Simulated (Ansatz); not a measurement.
This TiO2 structure is the end of a relaxation. The cell was found from a structure generator's guess, not taken from experiment.

Level of theory: DFT PBE+D3(BJ), scalar-relativistic, plane waves, PAW in Ansatz 0.2.0. Cutoff 420 eV, Γ-centred mesh, Gaussian smearing, no spin polarisation.

```xyz
6
Lattice="2.8712 0.0000 0.0000 -1.4356 2.4865 0.0000 0.0000 0.0000 9.4780" Properties=species:S:1:pos:R:3 pbc="T T T"
Ti    1.4356    0.8288    7.1085
Ti    0.0000    1.6577    2.3695
O     0.0000    1.6577    8.2311
O     0.0000    1.6577    5.9859
O     1.4356    0.8288    1.2469
O     1.4356    0.8288    3.4921
```

The zero of energy is the elements' standard structures at the same level (O₂ as a molecule); no fitted shifts are applied.

(1) Find its symmetry and describe it.

(2) What is its formation energy per atom?

(3) Is it a metal?

Results:

(1) P6_3/mmc (No. 194), the 2H molybdenite type. Conventional cell: a = 2.871 Å, c = 9.478 Å. Around Ti lie 6 O at 2.00 Å and 6 Ti at 2.87 Å; O is surrounded by 3 Ti at 2.00 Å and 1 O at 2.25 Å.

(2) −2.451 eV/atom. Whether it is stable depends on the other phases of the system, which aren't compared here.

(3) No, the gap on the 12×12×4 mesh is 0.55 eV.

The last run used a 12×12×4 mesh (in the run's order of axes) for its 6-atom cell and Gaussian smearing of 0.02 eV. Kohn–Sham gaps at this level usually fall short of measured ones. A structure relaxed within its symmetry needn't be a true minimum.
